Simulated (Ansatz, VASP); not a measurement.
**TiTe in VASP and in Ansatz**

```
Ti Te
1.0
     0.00000    3.12512    3.12512
     3.12512    0.00000    3.12512
     3.12512    3.12512    0.00000
Ti Te
1 1
Direct
  0.00000 0.00000 0.00000
  0.25000 0.25000 0.25000
```

Alike in both runs: task single point; functional PBE; k mesh 10 × 10 × 10; occupations fermi-dirac, width 0.03 eV; no spin polarisation.

|  | VASP | Ansatz |
| --- | --- | --- |
| version | VASP 6.6.1 | Ansatz 0.2.0 |
| potentials or method | VASP PAW PBE potentials, release 64 (Ti_sv, Te), cutoff 520 eV | all-electron LAPW, scalar-relativistic |

|  | VASP | Ansatz | Ansatz less VASP |
| --- | --- | --- | --- |
| pressure (GPa) | 0.0 | 0.0 | -0.02 |

Ansatz ran all-electron here, so the differences hold the error of VASP's frozen core and of both bases.

Spin-orbit coupling is left out, which matters for the levels of Te.
